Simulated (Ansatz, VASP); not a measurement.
**One calculation of Ge, two programs**

```
Ge
1.0
     1.43880   -2.50489   -0.01469
     1.43880    2.50489    0.01469
     0.00000    0.02676    4.63843
Ge
2
Cartesian
  1.4388 -1.0309 1.2846
  1.4388 1.0577 3.3538
```

Alike in both runs: task single point; functional PBE; k mesh 14 × 14 × 8; occupations gaussian, width 0.1 eV; no spin polarisation.

```csv
,VASP,Ansatz
version,VASP 6.6.1,Ansatz 0.2.0
potentials or method,"VASP PAW PBE potentials, release 64 (Ge_d)","scalar-relativistic, plane waves, PAW"
plane-wave cutoff (eV),520,420
valence electrons in the cell,28,28
```

```csv
,VASP,Ansatz,Ansatz less VASP
gap on the k mesh at the Fermi level (eV),none,none,-
pressure (GPa),17.0,17.0,-0.02
largest component of the traceless stress (GPa),6.04,6.04,-0.003
rms of the force components (eV/Å),0.885,0.879,-0.0055
```

Atom by atom the forces differ by 0.006 eV/Å (rms over components). A gap of «none» marks a metal or a gap that the smearing closes. The functional is the same, so the differences come from potentials, cutoffs and numerics.

Caveats: so large a pressure means that the cell lies far from this level's equilibrium, or that cutoff or potentials fall short (VASP); forces of over 1 eV/Å show positions far from the minimum, so gaps and moduli don't describe the material at rest.
